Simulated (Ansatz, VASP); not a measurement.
# Two plane-wave programs on PbS (Galena)

Contents of INCAR:

```
SYSTEM = PbS
PREC = Accurate
ENCUT = 520
EDIFF = 1E-6
ISMEAR = -1
SIGMA = 0.05
LREAL = .FALSE.
LASPH = .TRUE.
NELM = 150
ALGO = Normal
ISIF = 2
LWAVE = .FALSE.
LCHARG = .FALSE.
LNONCOLLINEAR = .TRUE.
MAGMOM = 0 0 0 0 0 0
LORBIT = 11
LSORBIT = .TRUE.
GGA_COMPAT = .FALSE.
LORBMOM = .TRUE.
GGA = PS
NBANDS = 32
```

File KPOINTS:

```
regular mesh
0
G
  6 6 6
  0 0 0
```

Contents of POSCAR:

```
PbS
1.0
    0.0000000000      2.9657500000      2.9657500000
    2.9657500000      0.0000000000      2.9657500000
    2.9657500000      2.9657500000      0.0000000000
Pb S
1 1
Direct
    0.0000000000      0.0000000000      0.0000000000
    0.5000000000      0.5000000000      0.5000000000
```

Contents of input.yaml:

```yaml
crystal:
  lattice:
    - [0.0, 2.96575, 2.96575]
    - [2.96575, 0.0, 2.96575]
    - [2.96575, 2.96575, 0.0]
  atoms:
    - { symbol: Pb, position: [0.0, 0.0, 0.0] }
    - { symbol: S, position: [0.5, 0.5, 0.5] }
hamiltonian:
  xc: pbesol
  pseudopotentials: { kind: paw_fr }
magnetization:
  noncollinear: true
  spin_orbit: true
kpoints:
  mp_grid: { grid: [6, 6, 6] }
  band_path:
    path:
      - [[0.0, 0.0, 0.0], [0.5, 0.0, 0.5], [0.5, 0.25, 0.75], [0.375, 0.375, 0.75], [0.0, 0.0, 0.0], [0.5, 0.5, 0.5], [0.625, 0.25, 0.625], [0.5, 0.25, 0.75], [0.5, 0.5, 0.5], [0.375, 0.375, 0.75]]
      - [[0.625, 0.25, 0.625], [0.5, 0.0, 0.5]]
    npoints: 14
scf:
  occupations: { method: fermi_dirac, width: 0.05 }
  n_extra_bands: 6
output:
  forces: true
  stress: true
  eigenvalues: true
  fatbands: true
```

Alike in both runs: functional PBEsol; k mesh 6 × 6 × 6; occupations fermi-dirac, width 0.05 eV; non-collinear spin, spin-orbit coupling.

|  | VASP | Ansatz |
| --- | --- | --- |
| version | VASP 6.6.1 | Ansatz 0.2.0 |
| potentials or method | VASP PAW PBE potentials, release 64 (Pb_d, S) | Ansatz PAW |
| plane-wave cutoff (eV) | 520 | 420 |
| valence electrons in the cell | 20 | 20 |
| task | single point | band structure |

```csv
,VASP,Ansatz,Ansatz less VASP
gap on the k mesh at the Fermi level (eV),0.07,0.17,+0.102
least direct gap on the mesh (eV),0.07,0.17,+0.102
pressure (GPa),-1.4,-1.6,-0.15
net moment per atom (μB),0.00,0.00,0.000
```

Caveats: the PAW data sets were made with another functional, which shifts forces and pressure a little (VASP); the PAW data sets come from PBE, with cores solved anew for the run's functional, which leaves a small shift of forces and pressure (Ansatz).
